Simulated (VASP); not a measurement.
# Al2O3 (P-6m2) in VASP: further runs

The runs below take Al2O3 through single point, with LDA.

Program: VASP 6.6.1. These are calculated values, not measurements. Logs are shortened: lines on timing, memory, paths and dates and some standing lists are left out, and cuts for length are marked.

**1. The crystal as given**

The structure is hexagonal, space group P-6m2 (No. 187). The conventional cell has a = 2.884 Å, b = 2.884 Å, c = 9.337 Å, α = 90.00°, β = 90.00°, γ = 120.00°. Al (site symmetry 3m) has 3 O at 1.80 Å as nearest neighbours. Around O (site symmetry 3m) lie 3 Al at 1.80 Å. O (site symmetry -6m2) has 6 Al at 2.18 Å as nearest neighbours.

Measurements of this composition are mostly on another form, of space group No. 167.

**2. Single point, LDA**

INCAR reads:

```
ADDGRID = False
ALGO = Normal
EDIFF = 1E-7
ENCUT = 500
GGA = CA
ISIF = 2
ISMEAR = 0
LASPH = True
LCHARG = False
LREAL = False
LWAVE = False
NBANDS = 20
NELM = 100
PREC = Accurate
SIGMA = 0.05
```

KPOINTS reads:

```
k-points
0
Gamma
  13 13 4
```

POSCAR reads:

```
Al2O3
1.0
    2.8843249483      0.0000000000      0.0000000000
   -1.4421624742      2.4978986780      0.0000000000
    0.0000000000      0.0000000000      9.3367544600
Al O
2 3
Direct
    0.0000000000      0.0000000000      0.8500076700
    0.0000000000      0.0000000000      0.1499923300
    0.3333333333      0.6666666667      0.7776830800
    0.6666666667      0.3333333333      0.0000000000
    0.3333333333      0.6666666667      0.2223169200
```

Potentials or basis: VASP PAW LDA potentials, release 64 (Al, O).

Command:

```
$ cat potpaw_LDA.64/Al/POTCAR potpaw_LDA.64/O/POTCAR > POTCAR
$ mpirun -np 1 vasp_std > vasp.out
```

OUTCAR:

```text
EDIFF = 1E-7
   ENCUT = 500
   GGA = CA
   ISIF = 2
   ISMEAR = 0
   LASPH = True
   LREAL = False
   NELM = 100
   PREC = Accurate

 Found     63 irreducible k-points:

 Following reciprocal coordinates:
            Coordinates               Weight
  0.000000  0.000000  0.000000      1.000000
  0.076923 -0.000000  0.000000      6.000000
  0.153846 -0.000000  0.000000      6.000000
  0.230769 -0.000000  0.000000      6.000000
  0.307692 -0.000000  0.000000      6.000000
  0.384615  0.000000  0.000000      6.000000
   k-points           NKPTS =     63   k-points in BZ     NKDIM =     63   number of bands    NBANDS=     20
   number of dos      NEDOS =    301   number of ions     NIONS =      5
   total plane-waves  NPLWV =  40320
   dimension x,y,z NGX =    24 NGY =   24 NGZ =   70
   dimension x,y,z NGXF=    48 NGYF=   48 NGZF=  140
   ions per type =               2   3
   NGX,Y,Z   is equivalent  to a cutoff of  13.83, 13.83, 12.46 a.u.
   NGXF,Y,Z  is equivalent  to a cutoff of  27.67, 27.67, 24.93 a.u.
 SYSTEM =  unknown system
   PREC   = accura    normal or accurate (medium, high low for compatibility)
   ISTART =      0    job   : 0-new  1-cont  2-samecut
   ICHARG =      2    charge: 1-file 2-atom 10-const
   ISPIN  =      1    spin polarized calculation?
   LNONCOLLINEAR =      F non collinear calculations
   LSORBIT =      F    spin-orbit coupling
   LASPH  =      T    aspherical Exc in radial PAW
   ENCUT  =  500.0 eV  36.75 Ry    6.06 a.u.   5.26  5.26 17.02*2*pi/ulx,y,z
   NELM   =    100;   NELMIN=  2; NELMDL= -5     # of ELM steps
   EDIFF  = 0.1E-06   stopping-criterion for ELM
   LREAL  =      F    real-space projection
   EDIFFG = 0.1E-05   stopping-criterion for IOM
   NSW    =      0    number of steps for IOM
   IBRION =     -1    ionic relax: 0-MD 1-quasi-New 2-CG
   NFREE  =      0    steps in history (QN), initial steepest desc. (CG)
   ISIF   =      2    stress and relaxation
   ISYM   =      2    0-nonsym 1-usesym 2-fastsym
   POTIM  = 0.5000    time-step for ionic-motion
   TEBEG  =    0.0;   TEEND  =   0.0 temperature during run
   PSTRESS=    0.0 pullay stress
   NELECT =      24.0000    total number of electrons
   NUPDOWN=      -1.0000    fix difference up-down
   EMIN   =  10.00;   EMAX   =-10.00  energy-range for DOS
   EFERMI =   0.00;   METHOD = LEGACY
   ISMEAR =     0;   SIGMA  =   0.05  broadening in eV -4-tet -1-fermi 0-gaus
   EFERMI_NEDOS =   21; number of points for ismear=-14 and -15
   IALGO  =     38    algorithm
   IMIX   =      4    mixing-type and parameters
     AMIX     =   0.40;   BMIX     =  1.00
     AMIX_MAG =   1.60;   BMIX_MAG =  1.00
  volume/ion in A,a.u.               =      13.45        90.79
  Fermi-wavevector in a.u.,A,eV,Ry     =   1.161111  2.194181 18.343074  1.348178
  Thomas-Fermi vector in A             =   2.297686
   LORBIT       =      0    0 simple, 1 ext, 2 COOP (PROOUT), +10 PAW based schemes
   GGA     = CA    functional components
   LHFCALC =     F    Hartree Fock is set to
   AEXX    =    0.0000 exact exchange contribution
   IVDW    =     0    specifies the selected vdW correction
   LEPSILON=     F    determine dielectric tensor
   LRPA    =     F    only Hartree local field effects (RPA)
 non-spin polarized calculation
 Gauss-broadening in eV      SIGMA  =   0.05
  energy-cutoff  :      500.00
  volume of cell :       67.27
 maximum number of plane-waves:      1732
 NGX is ok and might be reduce to    24
   NGX = 11   NGY = 11   NGZ = 35

 number of electron      23.9999982 magnetization

 Free energy of the ion-electron system (eV)
  ---------------------------------------------------
  ext. energy  EPLUGINS =         0.00000000
  ---------------------------------------------------
  free energy    TOTEN  =       -40.09378962 eV

  energy without entropy =      -40.09378962  energy(sigma->0) =      -40.09378962

 E-fermi :   0.8003     XC(G=0):  -8.8993

 val. band max:        0.5636671678   @ k =   0.1538   0.0769   0.0000
 cond. band min:       5.3045423870   @ k =   0.0000   0.0000   0.0000
 fundamental gap:      4.7408752192
 Fermi energy:         0.8003412654

 k-point     1 :       0.0000    0.0000    0.0000
  band No.  band energies     occupation
      1     -17.9009      2.00000
      2     -16.8454      2.00000
      3     -15.6104      2.00000
      4      -4.4246      2.00000
      5      -1.5473      2.00000
      6      -0.9203      2.00000
      7      -0.9203      2.00000
      8      -0.6884      2.00000
      9      -0.6884      2.00000
     10       0.0291      2.00000
     11       0.0291      2.00000
     12       0.3112      2.00000
     13       5.3045      0.00000
     14       7.9533      0.00000
     15       8.2527      0.00000
     16       9.7289      0.00000
     17      13.3365      0.00000
     18      14.6025      0.00000
     19      15.1680      0.00000
     20      15.1724      0.00000

 k-point     2 :       0.0769   -0.0000    0.0000
  band No.  band energies     occupation
      1     -17.8266      2.00000
      2     -16.7892      2.00000
      3     -15.5825      2.00000
      4      -4.3808      2.00000
      5      -1.7260      2.00000
      6      -1.0767      2.00000
      7      -1.0235      2.00000
      8      -0.9967      2.00000
      9      -0.7345      2.00000
     10      -0.2016      2.00000
     11       0.0098      2.00000
     12       0.4369      2.00000
     13       5.6603      0.00000
     14       8.1389      0.00000
     15       8.4625      0.00000
     16       9.9126      0.00000
     17      13.2565      0.00000
     18      14.2288      0.00000
     19      14.5207      0.00000
     20      15.3286      0.00000

 k-point     3 :       0.1538   -0.0000    0.0000
  band No.  band energies     occupation
      1     -17.6102      2.00000
      2     -16.6284      2.00000
      3     -15.5074      2.00000
      4      -4.2860      2.00000
      5      -2.3469      2.00000
      6      -1.6658      2.00000
      7      -1.5679      2.00000
      8      -1.1931      2.00000
      9      -0.8590      2.00000
     10      -0.4470      2.00000
     11      -0.0531      2.00000
     12       0.5543      2.00000
     13       6.4731      0.00000
     14       8.5702      0.00000
     15       8.9797      0.00000
     16      10.4043      0.00000
     17      12.8164      0.00000
     18      13.5575      0.00000
     19      13.6592      0.00000
     20      14.6641      0.00000

 k-point     4 :       0.2308   -0.0000    0.0000
  band No.  band energies     occupation
      1     -17.2738      2.00000
      2     -16.3894      2.00000
      3     -15.4124      2.00000
      4      -4.2831      2.00000
      5      -3.2743      2.00000
      6      -2.2928      2.00000
      7      -2.1916      2.00000
      8      -1.4422      2.00000
      9      -1.0274      2.00000
     10      -0.4044      2.00000
     11      -0.1562      2.00000
     12       0.5227      2.00000
     13       7.3402      0.00000
     14       9.0581      0.00000
     15       9.4966      0.00000
     16      10.8559      0.00000
     17      12.1547      0.00000
     18      13.0188      0.00000
     19      13.3166      0.00000
     20      13.9730      0.00000

 k-point     5 :       0.3077   -0.0000    0.0000
  band No.  band energies     occupation
      1     -16.8576      2.00000
      2     -16.1170      2.00000
      3     -15.3403      2.00000
      4      -4.5603      2.00000
      5      -4.2191      2.00000
      6      -2.9914      2.00000
      7      -2.2838      2.00000
      8      -1.6811      2.00000
      9      -1.1977      2.00000
     10      -0.2752      2.00000
     11      -0.2528      2.00000
     12       0.3445      2.00000
     13       7.9310      0.00000
     14       9.5168      0.00000
     15       9.6217      0.00000
     16      10.8877      0.00000
     17      11.8072      0.00000
     18      13.1387      0.00000
     19      13.1527      0.00000
     20      13.9889      0.00000

 k-point     6 :       0.3846    0.0000    0.0000
  band No.  band energies     occupation
      1     -16.4277      2.00000
      2     -15.8741      2.00000
      3     -15.3385      2.00000
      4      -4.9769      2.00000
      5      -4.9671      2.00000
      6      -3.5288      2.00000
      7      -2.0219      2.00000
      8      -1.8642      2.00000
      9      -1.3330      2.00000
     10      -0.3775      2.00000
     11      -0.1023      2.00000
     12       0.0617      2.00000
     13       8.1467      0.00000
     14       9.4086      0.00000
     15       9.6026      0.00000
     16      11.3215      0.00000
     17      11.5651      0.00000
     18      13.3231      0.00000
     19      13.4286      0.00000
     20      14.5290      0.00000

 [... further k-points ...]
[... 5 lines left out ...]
  --------------------------------------------------------------------------------------
  -------------------------------------------------------------------------------------
  Total       -2.9916118     -2.9916118     -2.1182186      0.0000000      0.0000000      0.0000000
  in kB      -71.2526271    -71.2526271    -50.4506105      0.0000000      0.0000000      0.0000000
  external PRESSURE =     -64.3186216 kB  Pullay stress =       0.0000000 kB

 VOLUME and BASIS-vectors are now :
 -----------------------------------------------------------------------------
  energy-cutoff  :      500.00
  volume of cell :       67.27
      direct lattice vectors                 reciprocal lattice vectors
     2.884324948  0.000000000  0.000000000     0.346701574  0.200168247  0.000000000
    -1.442162474  2.497898678  0.000000000     0.000000000  0.400336494  0.000000000
     0.000000000  0.000000000  9.336754460     0.000000000  0.000000000  0.107103598

 POSITION                                       TOTAL-FORCE (eV/Angst)
 -----------------------------------------------------------------------------------
      0.00000      0.00000      7.93631        -0.000000      0.000000     -0.018595
      0.00000      0.00000      1.40044        -0.000000      0.000000      0.018595
     -0.00000      1.66527      7.26104         0.000000     -0.000000      0.497586
      1.44216      0.83263      0.00000         0.000000     -0.000000      0.000000
     -0.00000      1.66527      2.07572         0.000000     -0.000000     -0.497586
 -----------------------------------------------------------------------------------
    total drift:                                0.000000     -0.000000      0.000000

  FREE ENERGIE OF THE ION-ELECTRON SYSTEM (eV)
  ---------------------------------------------------
  free  energy   TOTEN  =       -40.0937896160 eV

  energy  without entropy=      -40.0937896160  energy(sigma->0) =      -40.09378962
```

Wall time 62 s (1 thread of AMD EPYC 9R45 (Zen 5), shared host); peak memory 0.16 GiB.

The run converged, but some of its settings lie outside the range that counts as converged, so its numbers aren't taken as properties of the crystal.

Results:

```yaml
Free_energy: -40.0938 eV
Pressure: -6.4 GPa
Largest_force: 0.498 eV/Å
Band_gap_on_the_k_mesh: 4.74 eV, indirect (least direct gap 4.99 eV)
```

Caveat: an odd mesh through Γ misses points on the zone boundary, where band edges often lie.

**3. Single point, LDA**

Changes to INCAR since step 2:

```diff
@@ -3,3 +3,3 @@
 EDIFF = 1E-7
-ENCUT = 500
+ENCUT = 600
 GGA = CA
```

KPOINTS is that of step 2.

POSCAR is that of step 2.

Potentials or basis: VASP PAW LDA potentials, release 64 (Al, O).

Command:

```
$ cat potpaw_LDA.64/Al/POTCAR potpaw_LDA.64/O/POTCAR > POTCAR
$ mpirun -np 1 vasp_std > vasp.out
```

It took 69 s on 1 thread of AMD EPYC 9R45 (Zen 5), shared host; peak memory 0.18 GiB.

The run converged, but some of its settings lie outside the range that counts as converged, so its numbers aren't taken as properties of the crystal.

Results:

```
Free energy            : -40.1029 eV
Pressure               : -6.6 GPa
Largest force          : 0.501 eV/Å
Band gap on the k mesh : 4.74 eV, indirect (least direct gap 4.99 eV)
```

Caveat: an odd mesh through Γ misses points on the zone boundary, where band edges often lie.
